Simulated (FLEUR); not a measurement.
Bi under changes of volume

One of the cells (35.070 Å³/atom); the others are scaled copies at fixed shape and fractional positions:

```
Bi
1.0
     2.26750    1.30914    3.93800
    -2.26750    1.30914    3.93800
     0.00000   -2.61828    3.93800
Bi
2
Direct
  0.76600 0.76600 0.76600
  0.23400 0.23400 0.23400
```

- Program: FLEUR MaX-R8.1 (later development tree)
- Functional: SCAN
- Potentials or basis: all-electron
- Basis: FLAPW
- Kmax: 4.1 1/bohr
- k mesh: 7 × 7 × 7
- Occupations: fermi-dirac, width 0.05 eV
- Spin: no spin polarisation

| volume (Å³/atom) | energy over the lowest point (meV/atom) | gap on the mesh (eV) |
| --- | --- | --- |
| 32.965 | ? | ? |
| 33.667 | 11.71 | 0.39 |
| 35.070 | 0.00 | 0.36 |
| 36.472 | 6.13 | 0.34 |
| 37.174 | 14.79 | 0.32 |

Problem. What does the run at 32.965 Å³/atom give?

Solution. Energy over the lowest point 25.61 meV/atom; gap on the mesh 0.40 eV.

Worked out: A Birch-Murnaghan fit of order 2 (a polynomial in V^(-2/3)) to the other rows has its minimum at 35.25 Å³/atom with B0 = V·E''(V) = 50 GPa at fixed shape and positions, which overstates the stiffness. It gives 25.43 meV/atom at 32.965 Å³/atom, against the run's 25.61. A straight line through the other rows of the gap, of slope -0.675 eV per unit of ln V, extrapolates to 0.40 eV, against the run's 0.40.

Energies are extrapolated to zero smearing.

Caveats: the meta-GGA is that of a development version, with a GGA for the radial functions and cores and without core tails; spin-orbit coupling is left out, which as a rule narrows the gap of such compounds by several tenths of an eV; an odd mesh through Γ misses points on the zone boundary, where band edges often lie.
